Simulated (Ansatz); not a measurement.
# LaGa3Cu (I4mm): a Bloch–Grüneisen fit of the computed resistivity

Can the computed ρ(T) of LaGa3Cu (I4mm) be held by the Bloch–Grüneisen form, and does the fit predict a row it has not seen?

The resistivities were computed with Ansatz 0.2.0 (DFT PBE, scalar-relativistic, plane waves, PAW) from the linearised Boltzmann equation with harmonic phonons, on q 4×4×4, k 12×12×12, scattering 16×16×16; the fit below is done by hand on them.

### 1. Computed resistivities

The structure is tetragonal, space group I4mm (No. 107). Conventional cell: a = 4.319 Å, b = 4.319 Å, c = 10.475 Å, α = 90.00°, β = 90.00°, γ = 90.00°. La on site a has 12 Ga at 3.22 to 3.40 Å and 4 Cu at 3.37 Å as nearest neighbours. Ga on site b is surrounded by 2 Cu at 2.47 Å and 6 Ga at 2.70 to 3.05 Å and 4 La at 3.39 to 3.40 Å. Ga on site a is surrounded by 1 Cu at 2.42 Å and 4 Ga at 2.70 Å and 4 La at 3.22 Å. Cu on site a is surrounded by 5 Ga at 2.42 to 2.47 Å and 4 La at 3.37 Å.

This is the relaxed cell of the run, from steps not shown here.

The mean resistivity of the three axes from 50 to 800 K, with one row held back; the colder rows stay outside the fit and test it at the end:

```tsv
T (K)	ρ (μΩ cm)
50	1.755
80	4.34
100	?
150	10.42
200	14.51
273	20.24
300	22.29
400	29.71
500	36.88
600	43.85
800	57.47
```

The resistivity is not converged: the component that moves most changes by 17 % between the two finest meshes at 300 K.

### 2. Model and fit

Bloch and Grüneisen's form is ρ(T) = A (T/Θ)⁵ J₅(Θ/T), with J₅(z) the integral of x⁵/((eˣ − 1)(1 − e⁻ˣ)) from 0 to z. It goes as T⁵ far below Θ and as A T/(4Θ) far above. For a trial Θ the best A is the geometric mean of ρ/[(T/Θ)⁵ J₅] over the rows, and the scatter of that ratio measures the fit:

```tsv
Θ (K)	A (μΩ cm)	scatter (%)
118	32.63	14.0
158	45.34	7.7
178	52.20	4.2
198	59.45	1.8
218	67.12	4.7
248	79.51	11.1
296	101.8	22.3
```

The scatter is least at Θ = 198 K, with A = 59.45 μΩ cm (1.8 % r.m.s.).

```tsv
T (K)	computed	fit
50	1.755	1.753
80	4.34	4.353
150	10.42	10.24
200	14.51	14.22
273	20.24	19.90
300	22.29	21.98
400	29.71	29.62
500	36.88	37.20
600	43.85	44.76
800	57.47	59.84
```

### 3. Prediction and check

At T = 100 K, Θ/T = 1.980, J₅ = 3.115 and (T/Θ)⁵ = 0.03286, so the fit gives 6.084 μΩ cm. The computed value is 6.121 μΩ cm: the fit is off by -0.60 %. Outside its range, at 20 K, it gives 0.0725 against 0.0997 μΩ cm computed, 0.73 times that; at that temperature the run's own test moves by 23 % between meshes in the component that moves most. Among the rows used, the largest miss is +4.1 %, at 800 K.

### 4. What the two numbers mean

Θ = 198 K is 1.40 times ħω_log/k_B (141 K) and 0.59 of the highest phonon frequency (333 K). The high-temperature slope of the fit, A/(4Θ), is 0.0751 μΩ cm/K. The same slope from the run's transport coupling and plasma energy, 2π k_B λ_tr/(ħ ε₀ ω_p²) with λ_tr = 0.409, 0.409, 0.421 (xx, yy, zz) and ħω_p = 5.04, 5.04, 4.03 (xx, yy, zz) eV, is 0.0781 μΩ cm/K in the mean of the axes, +4.0 % from it. For comparison, the computed rows rise by 0.0681 μΩ cm/K between the two hottest.

### 5. What came out

- Θ: 198 K
- A: 59.45 μΩ cm
- scatter of the fit: 1.8 %
- held-back row at 100 K, fit against computed: 6.084 against 6.121 μΩ cm

In words: Two numbers, Θ = 198 K and A = 59.4 μΩ cm, hold the computed ρ(T) from 50 to 800 K within 1.83 % r.m.s. and predict the held-back row within 0.60 %. At 20 K, outside the rows fitted, it gives 0.73 times the computed value. By the run's own test the resistivity at 300 K moves by 17 % between its two finest scattering meshes, in the component that moves most. The mean hides an anisotropy: at 300 K the components are 18.6, 18.6, 29.7 (xx, yy, zz) μΩ cm. Spin–orbit coupling is left out. The fit describes the calculation: impurities, thermal expansion, changes of phase and anharmonicity are in neither.

[Logs are printed without paths, hosts, clocks, repeated set-up lines and the standing remarks that a program may print on its own settings, such as how far it seeks lower states.]

[Hosts, paths, dates, database ids (printed as entryN), source tags and the programs' standing remarks are cut or masked in the printed files.]
